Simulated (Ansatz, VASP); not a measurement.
## Al27N26 (V_N) in two plane-wave programs

Wanted: the spread between two codes on one cell, functional and k mesh. The cell is taken from a series of runs on this material, whose earlier steps may have relaxed, scaled, displaced or heated it; both programs get it as it stands.

Method: plane waves, with VASP 6.6.1 beside it; single point at r2SCAN, in Ansatz 0.2.0.

**1. The starting structure**

The cell holds 53 atoms: 27 Al and 26 N. Its edges and angles: a = 9.408 Å, b = 9.408 Å, c = 9.408 Å, α = 60.0°, β = 60.0°, γ = 60.0°. It derives from AlN (AlN (F-43m)). Nearest the centre at fractional (0.417, 0.417, 0.417): Al23 at 2.16 Å, Al15 at 2.16 Å, Al17 at 2.17 Å, Al14 at 2.18 Å, N46 at 3.13 Å, N49 at 3.13 Å, N39 at 3.13 Å, N41 at 3.13 Å.

Structure file:

```xyz
53
Lattice="0.0000 6.6525 6.6525 6.6525 0.0000 6.6525 6.6525 6.6525 0.0000" Properties=species:S:1:pos:R:3 pbc="T T T"
Al   13.2991   13.2912   13.2960
Al    2.2167    8.8615    6.6585
Al   11.0921   11.0842   13.2959
Al    2.2165    6.6536    8.8664
Al    4.4263    8.8608    8.8657
Al    6.6493   11.0810    8.8464
Al   11.0920   13.2910   11.0890
Al    6.6493    8.8414   11.0858
Al    8.8895   11.0808   11.0859
Al    0.0089    2.2086    2.2141
Al    2.2162    4.4183    2.2134
Al   11.0889    6.6413    8.8465
Al    2.2159    2.2080    4.4234
Al    4.2884    4.2801    4.2856
Al    6.7924    6.7846    4.2924
Al   11.0887    8.8412    6.6465
Al    6.7928    4.2865    6.7904
Al    8.8891    6.6418    6.6470
Al   13.2988   11.0841   11.0891
Al    8.8494    6.6414   11.0858
Al   11.0885    8.8818   11.0857
Al    8.8493   11.0809    6.6463
Al    4.2944    6.7850    6.7901
Al    6.6497    8.8813    6.6469
Al   11.0886   11.0807    8.8868
Al    6.6499    6.6418    8.8862
Al    8.8696    8.8619    8.8668
N     1.1119    1.1043    1.1091
N     3.3275    3.3196    1.1099
N     5.5458    5.5380    1.1091
N     3.3275    1.1052    3.3244
N     5.5495    3.3200    3.3249
N     7.7634    5.5310    3.3246
N     5.5457    1.1043    5.5429
N     7.7633    3.3197    5.5360
N     9.9793    5.5380    5.5428
N     1.1131    3.3196    3.3246
N     3.3281    5.5415    3.3252
N     5.5388    7.7556    3.3248
N     3.3280    3.3199    5.5468
N     7.7644    7.7562    5.5485
N     5.5386    3.3195    7.7608
N     7.7642    5.5432    7.7614
N     9.9804    7.7554    7.7608
N     1.1121    5.5379    5.5429
N     3.3275    7.7556    5.5361
N     5.5459    9.9713    5.5428
N     3.3273    5.5309    7.7607
N     5.5514    7.7562    7.7612
N     7.7634    9.9727    7.7605
N     5.5458    5.5379    9.9764
N     7.7634    7.7555    9.9778
N     9.9803    9.9726    9.9778
```

**2. Ansatz: single point, r2SCAN**

Ansatz runs on its PAW soft_1 files.

A single point gives forces, pressure and levels at one fixed geometry, so differences don't come from the geometry; what else differs is listed under the comparison.

Input file input.yaml:

```yaml
crystal:
  checkpoint: "../qp2_M1.relax.run"
  host: checkpoint
basis:
  ecutwfc: 500
  xc_grid: 2
hamiltonian:
  xc: r2scan
  pseudopotentials: { kind: paw, azcp: { folder: soft_1 } }
kpoints:
  mp_grid: { grid: [2, 2, 2], shift: [0.5, 0.5, 0.5] }
scf:
  occupations: { method: fermi_dirac, width: 0.01 }
  max_iter: 80
output:
  forces: true
  eigenvalues: true
  charged_corrections: { defect_position: [0.416667, 0.416667, 0.416667] }
checkpoint:
  read: "../qp2_M1.relax.run"
  write: "../qp2_M1.point_neutral.run"
  compress: false
  write_wavefunctions: false
  write_every: 100000
magnetization:
  spin_polarized: true
  initial_magnetization: 1
  spin_locking: { lock_magnetization: hard }
```

Started as:

```console
$ ansatz run input.yaml --threads 4 --pin off --max-ram 7536MiB --backend cpu --events-out ev --progress --plain --runs-dir out
```

Numbers of over 12 decimals in the logs are rounded to 6 here.

The program printed:

```text
Warning: This run holds its total moment fixed (magnetization.spin_locking.lock_magnetization: hard) and mixes its density by anderson or broyden (scf.mixing.algorithm, typed or taken by auto). Slabs with a fixed moment have converged under broyden above another state at the same moment, at the default mixing steps and at smaller ones, and under scf.lower_state_search: standard, light or off a state that such a mixer [...]
checkpoint.read: neither the saved density nor the saved orbitals are used: the state is of another total charge, and does not settle where this run's electrons and spins go. The run starts from its atoms. Which states do: the manual's quickstart, A charge series.
crystal.checkpoint: the structure is that of <dir>, a `relax` run, at its step 7: its result, under r2scan at a charge of 2 e; 53 atoms read, 0 with a starting moment; this deck's charge is 0 e; no density is read with it (checkpoint.read); crystal.structure_sha256 for this input is
Engine: ansatz 0.2.0, aarch64-unknown-linux-gnu
Pseudopotentials: kind: paw
Pseudopotential: Al, paw, valence charge 3, recommended cutoff 500 eV (meta_gga), soft_1/Al.paw.azcp
Pseudopotential: N, paw, valence charge 5, recommended cutoff 500 eV (meta_gga), soft_1/N.paw.azcp
Functional definition: r2SCAN
  parameter k0 = 0.174
  parameter k1 = 0.065
  parameter a1 = 4.9479
  exchange = r2scan_x(k0 = k0, k1 = k1, a1 = a1)
  correlation = r2scan_c
Crystal: 53 atoms, lattice volume = 588.824 Å³
Basis set: ecut = 500 eV, 15065 PW (Γ), exchange–correlation on 144×144×144 points (8 copies of the dense FFT grid, shifted against one another)
Bands: 159, of which v1, the nominal top of the filled ones, is band 106 counted from 1 (105 counted from 0)
Symmetry: 1 space group operations
Space group: P1 (ITA 1), of the structure as read, at distance tolerance 8.4e-5 Å
Magnetic group: BNS 1.1 (UNI 1), of the structure as read, at distance tolerance 8.4e-5 Å
k-points: 4 of 8 (time reversal used)
Non-local potential: Al, projectors of the file, l = 0: 2, l = 1: 2, l = 2: 1
Non-local potential: N, projectors of the file, l = 0: 2, l = 1: 2, l = 2: 1
PAW form: soft (Blöchl's): semilocal exchange-correlation on the pseudo side does not see the compensation charge
PAW frozen core: Al, regenerated for the run's functional (the file was generated under x = pbe(κ = 0.804, μ = 0.219515), c = pbe(β = 0.066725))
PAW frozen core: N, regenerated for the run's functional (the file was generated under x = pbe(κ = 0.804, μ = 0.219515), c = pbe(β = 0.066725))
PAW one-centre angular grid: Al, 302 points (default); XC on 160 Gauss nodes
PAW one-centre angular grid: N, 302 points (default); XC on 160 Gauss nodes
Initial density: superposition of atomic densities (chi_scale 0.1, normalization cell, long waves kept (reshape's long-wave potential 0.12 eV rms))
Starting moments: Σ|m| = 1 μB on 53 of 53 sites
Initial wavefunctions: pseudopotential atomic-orbital guess
Functional: x = r2scan, c = r2scan; τ floored in thin density (d = 2e-4 eV/Å³)
SCF iter   1: F=—  HF=-24699.966753 eV  |F-HF|=—  |Δ(HF+E_count)|=         —  Δρ=6.30e-2 (↑6.17e-2 ↓6.30e-2)  dr2=1.17e2  dr2_τ=3.28e0  dr2_m=7.17e-3  M=1.000 μB ∫|m|=1.000 μB  β_m=1.20  ethr=3.10e-3  ⟨swp⟩=5.2  Hψ=5118  notcnv=0  defer=215
preconditioner: auto → Resta (q_TF=auto, 2.299 Å⁻¹)  ε∞=3.3  [insulator: Δε(μ)=0.344 eV  Ē_g=14.735 eV  σ=0.010 eV  W_gap=1.00  n_scr=112 (ndim 8)  ℏωp=22.2 eV  f_vac=0.000  D(μ)=0.00/eV (n_scr^D=0)  ε∞_Penn≈3.3]
spin=Collinear: Resta preconditioning applied to the charge; magnetization (m = ρ↑ − ρ↓) channel mixes plain (no charge-response kernel on spin).
SCF iter   2: F=—  HF=-24677.322906 eV  |F-HF|=—  |Δ(HF+E_count)|=    2.26e1  Δρ=3.17e-2 (↑3.15e-2 ↓3.17e-2)  dr2=2.98e1  dr2_τ=2.71e-1  dr2_m=2.81e-4  M=1.000 μB ∫|m|=1.036 μB  β_m=1.20  ethr=3.10e-3  ⟨swp⟩=3.0  Hψ=2403  notcnv=0  defer=379  κ⁻¹=1.0e0(r=1)
SCF iter   3: F=—  HF=-24674.294208 eV  |F-HF|=—  |Δ(HF+E_count)|=    3.03e0  Δρ=1.67e-2 (↑1.67e-2 ↓1.66e-2)  dr2=4.01e0  dr2_τ=4.16e-2  dr2_m=1.00e-4  M=1.000 μB ∫|m|=1.074 μB  β_m=1.20  ethr=3.10e-3  ⟨swp⟩=2.4  Hψ=2318  notcnv=0  defer=388  κ⁻¹=5.7e-2(r=2)
SCF iter   4: F=—  HF=-24674.700203 eV  |F-HF|=—  |Δ(HF+E_count)|=   4.06e-1  Δρ=1.10e-2 (↑1.10e-2 ↓1.09e-2)  dr2=1.44e0  dr2_τ=1.99e-2  dr2_m=1.77e-5  M=1.000 μB ∫|m|=1.078 μB  β_m=1.20  ethr=1.90e-3  ⟨swp⟩=2.0  Hψ=1504  notcnv=0  defer=388  κ⁻¹=6.1e-3(r=3)
[...]
atom   3  Al     0.05885080     0.05872247    -0.11995266
  atom   4  N      0.09127183     0.09350854    -0.24807398
  atom   5  Al    -0.10037087    -0.10018762     0.17216954
  atom   6  N     -0.02800621    -0.02791378    -0.22231615
  atom   7  Al     0.06104619    -0.11974400     0.05817484
  atom   8  N      0.08946095    -0.25161862     0.09330431
  atom   9  Al     0.13094662     0.07994635     0.07829091
  atom  10  N      0.10251991    -0.47432641    -0.47168618
  atom  11  Al     0.08036286    -0.04220201     0.49115445
  atom  12  N      0.38342879    -0.05074223    -0.44492148
  atom  13  Al    -0.09831592     0.17379255    -0.09716647
  atom  14  N     -0.02830377    -0.22438570    -0.03036953
  atom  15  Al     0.08059221     0.49284838    -0.04080951
  atom  16  N      0.38485835    -0.44833680    -0.05130749
  atom  17  Al    -0.42909980    -0.00726089    -0.00763588
  atom  18  N      0.14804215    -0.04169585    -0.04077691
  atom  19  Al    -0.12133682     0.06211908     0.05810741
  atom  20  N     -0.25293127     0.09077418     0.09319092
  atom  21  Al     0.08059612     0.13089962     0.07723607
  atom  22  N     -0.47467474     0.10264625    -0.47502572
  atom  23  Al    -0.04469557     0.08276624     0.49306458
  atom  24  N     -0.04998680     0.38191006    -0.44678799
  atom  25  Al     0.08392378     0.08327969     0.13046685
  atom  26  N     -0.47548405    -0.47551839     0.10105191
[...]
atom  46  Al     0.10293309    -0.42886364     0.10191042
  atom  47  N     -0.09641448     0.04017769    -0.09555631
  atom  48  Al    -0.00796335    -0.00636854    -0.42736940
  atom  49  N     -0.04303464    -0.04219559     0.14812632
  atom  50  Al     0.10117797     0.10255899    -0.42723929
  atom  51  N     -0.09623004    -0.09484413     0.03731970
  atom  52  Al     0.01326502     0.01331959     0.01570335
  atom  53  N      0.02494478     0.02629061     0.02363463
  max |Σ_I F_I| component: 1.31e-2 eV/Å
--- Band table (eV; the first three rows and the last of 8) ---
  k-point 0 ↑: bands = [... 102 lower, 5.8985, 5.8985, 7.8217, 10.5944, 10.9005, 10.9008, 10.9438, 11.3829, ... 49 higher]
  k-point 1 ↑: bands = [... 102 lower, 5.7467, 5.8604, 8.1484, 10.2011, 10.7883, 10.9774, 11.1893, 11.5904, ... 49 higher]
  k-point 2 ↑: bands = [... 102 lower, 5.7467, 5.8603, 8.1484, 10.2011, 10.7885, 10.9776, 11.1890, 11.5904, ... 49 higher]
  k-point 3 ↓: bands = [... 102 lower, 5.7560, 5.8651, 8.1834, 10.4027, 10.9185, 11.1461, 11.3193, 11.7684, ... 49 higher]
```

In the SCF lines HF is the Harris–Foulkes energy and dr2 the Hartree energy of the density residual, in eV; the loop may stop once dr2 is under the threshold and the program's other checks hold. Hψ counts applications of the Hamiltonian.

**3. VASP: single point, r2SCAN**

The same cell, functional, mesh and smearing now go to VASP, with its own data sets.

Lines of VASP's logs that name or quote its potential files are left out, and so is its time.

Input file INCAR:

```
SYSTEM = Al27N26
PREC = Accurate
ENCUT = 580
EDIFF = 1E-06
NELM = 200
ISMEAR = -1
SIGMA = 0.01
LREAL = Auto
ALGO = Normal
METAGGA = R2SCAN
LASPH = .TRUE.
NBANDS = 144
ISPIN = 2
MAGMOM = 0 0 0 0 0 0 0 0 0 0 0 0 0 0.01 0 0 0 0 0 0 0 0 0 0 0 0 0 0.01 0 -0 0 0 0 -0 0 -0 0 0 0 0 0 0 0 0 -0 0 -0 0 0 0 -0 0 0
LORBIT = 11
LWAVE = .FALSE.
LCHARG = .FALSE.
ISIF = 2
ISYM = 0
NUPDOWN = 1
GGA_COMPAT = .FALSE.
LMIXTAU = .TRUE.
KPAR = 4
```

Input file POSCAR:

```
Al27N26
1.0
    0.0000000000      6.6525027110      6.6525027110
    6.6525027110      0.0000000000      6.6525027110
    6.6525027110      6.6525027110      0.0000000000
Al N
27 26
Direct
    0.9987331565      0.9999196466      0.9991950693
    0.9998709249      0.0010331042      0.3321775220
    0.9987243686      0.9999064795      0.6674511241
    0.9998920825      0.3329056878      0.0002699740
    0.9996344780      0.3330456000      0.3323083178
    0.9979768348      0.3318078158      0.6677093582
    0.9987208600      0.6681636518      0.9991725759
    0.9979615719      0.6684538997      0.3310678078
    0.9979151976      0.6685122711      0.6677499837
    0.3317415877      0.0010771583      0.0002599652
    0.3318691663      0.0008489855      0.3322878929
    0.3306199475      0.9991751939      0.6676996299
    0.3318720617      0.3330559602      0.0000309690
    0.3214827596      0.3227263272      0.3218977612
    0.3220251251      0.3232006413      0.6978345694
    0.3306232985      0.6684710758      0.9983742953
    0.3219872531      0.6987356527      0.3223540036
    0.3306757688      0.6684929138      0.6677145461
    0.6669933459      0.9999099397      0.9991598661
    0.6672478727      0.9991582571      0.3310767633
    0.6673424450      0.9990575054      0.6677637426
    0.6672680435      0.3318020848      0.9984123933
    0.6975303125      0.3231494724      0.3223895172
    0.6672988031      0.3318555301      0.6677272985
    0.6673348017      0.6685184418      0.9983130584
    0.6672760560      0.6684932285      0.3311163886
    0.6658442709      0.6670049673      0.6662751265
    0.0827858009      0.0839382973      0.0832086794
    0.0828199132      0.0840142163      0.4161754028
    0.0827750416      0.0839494810      0.7496893268
    0.0828330542      0.4168938994      0.0832929678
    0.0823266540      0.4174673467      0.4167349927
    0.0820952566      0.4176598014      0.7493231192
    0.0827916556      0.7504198324      0.0832098913
    0.0821034366      0.7500670972      0.4169090169
    0.0827847827      0.7504055234      0.7496767264
    0.4157115833      0.0840334309      0.0832810764
    0.4162765035      0.0835693554      0.4167114227
    0.4165056978      0.0832706405      0.7493143494
    0.4162926766      0.4174968737      0.0827585861
    0.4164077348      0.4176323614      0.7495001667
    0.4165175824      0.7500875165      0.0824726803
    0.4164165663      0.7502664361      0.4168365064
    0.4160631387      0.7505293610      0.7497237782
    0.7492471735      0.0839624186      0.0832064915
    0.7489101658      0.0832750500      0.4169109378
    0.7492074189      0.0839798723      0.7496744292
    0.7489149910      0.4176695289      0.0824934550
    0.7490481604      0.4176179162      0.4168579945
    0.7493258561      0.4172232332      0.7497611676
    0.7492277814      0.7504172661      0.0832267052
    0.7493247579      0.7505248664      0.4164711198
    0.7493474958      0.7505045869      0.7497345022
```

Input file KPOINTS:

```
Points of the shifted mesh
8
Reciprocal
 0.2500000000  0.2500000000  0.2500000000 1
 0.2500000000  0.2500000000  0.7500000000 1
 0.2500000000  0.7500000000  0.2500000000 1
 0.2500000000  0.7500000000  0.7500000000 1
 0.7500000000  0.2500000000  0.2500000000 1
 0.7500000000  0.2500000000  0.7500000000 1
 0.7500000000  0.7500000000  0.2500000000 1
 0.7500000000  0.7500000000  0.7500000000 1
```

Potentials, in the order of the species: Al and N (PBE family, release 64).

Started as:

```console
$ mpirun -np 8 vasp_std
```

The program printed:

```text
[banner, memory and clock lines left out]
running    8 mpi-ranks, on    1 nodes
[...]
|                                                                             |
|           W    W    AA    RRRRR   N    N  II  N    N   GGGG   !!!           |
|           W    W   A  A   R    R  NN   N  II  NN   N  G    G  !!!           |
|           W    W  A    A  R    R  N N  N  II  N N  N  G       !!!           |
|           W WW W  AAAAAA  RRRRR   N  N N  II  N  N N  G  GGG   !            |
|           WW  WW  A    A  R   R   N   NN  II  N   NN  G    G                |
|           W    W  A    A  R    R  N    N  II  N    N   GGGG   !!!           |
|                                                                             |
|     For optimal performance we recommend to set                             |
|       NCORE = 2 up to number-of-cores-per-socket                            |
|     NCORE specifies how many cores store one orbital (NPAR=cpu/NCORE).      |
|     This setting can greatly improve the performance of VASP for DFT.       |
[...]
|                                                                             |
|     You enforced a specific xc type in the INCAR file but a different       |
|     [... a line on the potential file left out ...]
|     I HOPE YOU KNOW WHAT YOU ARE DOING!                                     |
|                                                                             |

 LDA part: xc-table for (None), standard interpolation
 POSCAR, INCAR and KPOINTS ok, starting setup
[...]
entering main loop
       N       E                     dE             d eps       ncg     rms          rms(c)
DAV:   1     0.836767746578E+03    0.83677E+03   -0.10610E+05  4608   0.148E+03
DAV:   2    -0.501756583434E+03   -0.13385E+04   -0.12769E+04  5784   0.292E+02
DAV:   3    -0.612460960334E+03   -0.11070E+03   -0.10969E+03  5592   0.900E+01
DAV:   4    -0.614306569902E+03   -0.18456E+01   -0.18389E+01  5408   0.123E+01
[...]
DAV:  20    -0.500417260666E+03   -0.89687E-04   -0.12033E-04  5296   0.387E-02    0.313E-02
DAV:  21    -0.500417279314E+03   -0.18648E-04   -0.15730E-05  5152   0.154E-02    0.889E-03
DAV:  22    -0.500417280145E+03   -0.83141E-06   -0.65084E-06  4832   0.649E-03
   1 F= -.50041728E+03 E0= -.50041727E+03  d E =-.115010E-04  mag=     1.0000
```

From OUTCAR (step 3):

```text
  FREE ENERGIE OF THE ION-ELECTRON SYSTEM (eV)
  ---------------------------------------------------
  free  energy   TOTEN  =      -500.4172801449 eV

  energy  without entropy=     -500.4172686439  energy(sigma->0) =     -500.41727439

 magnetization (x)
# of ion       s       p       d       tot
------------------------------------------
    1        0.001   0.004   0.000   0.005
    2        0.001   0.005   0.000   0.005
    3        0.001   0.004   0.000   0.005
    4        0.001   0.005   0.000   0.005
    5        0.001   0.006   0.000   0.007
    6        0.001   0.004   0.000   0.005
    7        0.001   0.004   0.000   0.005
    8        0.001   0.004   0.000   0.005
    9        0.001   0.004   0.000   0.005
   10        0.001   0.005   0.000   0.005
   11        0.001   0.006   0.000   0.007
   12        0.001   0.004   0.000   0.005
   13        0.001   0.006   0.000   0.007
[...]
--------------------------------------------------
tot          0.097   0.063   0.000   0.160
```

The run ends at a pressure of -6.92 GPa, with forces up to 1.8 eV/Å.

**4. Differences**

Known differences besides the potentials themselves: VASP starts from the moments at which Ansatz ended; VASP keeps PBE cores, Ansatz makes them for the functional; the cutoff is 500 eV in Ansatz and 580 eV in VASP (PREC = Accurate, projectors in real space). Total energies have different zeros and are not compared.

The two programs side by side:

```csv
quantity,Ansatz,VASP,difference
"total moment, fixed by the input (μB)",1.00,1.00,0.00
```

Forces on 7 of the 53 atoms, those with the largest forces and the largest differences (eV/Å; atoms numbered as in POSCAR):

```csv
atom,"Ansatz x, y, z","VASP x, y, z"
Al14,"1.020, 1.022, 1.018","1.013, 1.015, 1.011"
Al15,"-1.008, -1.008, 1.084","-1.008, -1.009, 1.086"
Al17,"-1.008, 1.087, -1.010","-1.008, 1.089, -1.010"
Al23,"1.089, -1.009, -1.007","1.091, -1.009, -1.007"
N32,"0.103, -0.474, -0.472","0.115, -0.480, -0.478"
N38,"-0.475, 0.103, -0.475","-0.479, 0.115, -0.480"
N40,"-0.475, -0.476, 0.101","-0.481, -0.481, 0.113"
```

The forces differ by 3.9 meV/Å r.m.s., which is 1.1 % of the r.m.s. force of 0.361 eV/Å (both taken over all components).

**5. Outcome**

```yaml
r_m_s_force_difference_single_point_r2scan: 1.1 % of the r.m.s. force
```

The r.m.s. force difference is 1.1 % of the r.m.s. force (single point, r2SCAN), within the 3 % picked in this series as the mark of a large difference. How closely two codes agree says nothing of how well the functional describes the real material.

[Lines on the potential files, build, host, timing and source positions are cut from VASP's logs without a mark.]

[Logs are printed without paths, hosts, clocks, repeated set-up lines and the standing remarks that a program may print on its own settings, such as how far it seeks lower states.]

[Hosts, paths, dates, database ids (printed as entryN), source tags and the programs' standing remarks are cut or masked in the printed files.]
